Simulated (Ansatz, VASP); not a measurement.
## Two plane-wave programs on Sb

```
Sb
1.0
     0.00000    2.26592    2.26592
     2.26592    0.00000    2.26592
     2.26592    2.26592    0.00000
Sb
1
Cartesian
  0.0000 0.0000 0.0000
```

Change from the starting cell: volume scaled by 0.95, PAW files.

Alike in both runs: task electric field gradients; functional PBE; k mesh 12 × 12 × 12; occupations fermi-dirac, width 0.05 eV; no spin polarisation.

```csv
,VASP,Ansatz
version,VASP 6.6.1,Ansatz 0.2.0
potentials or method,"VASP PAW PBE potentials, release 64 (Sb)","PAW with Ansatz's default frozen-core files, scalar-relativistic"
plane-wave cutoff (eV),520,420
valence electrons in the cell,5,15
```

VASP gave:

| Item | Value |
| --- | --- |
| pressure (GPa) | 14.0 |
| Vzz of the field gradient on the site that differs most (V/Å²) | 0.0 |

Question: Estimate Ansatz's values.

Answer: Pressure (GPa): 14.1; Vzz of the field gradient on the site that differs most (V/Å²): 0.0.

With one functional, cell and mesh, what is left measures potentials, basis and numerics. The two sets of potentials don't hold the same shells in valence. Ansatz warned: «gradients_without_spin_orbit».

Spin-orbit coupling is left out, which matters for the levels of Sb.
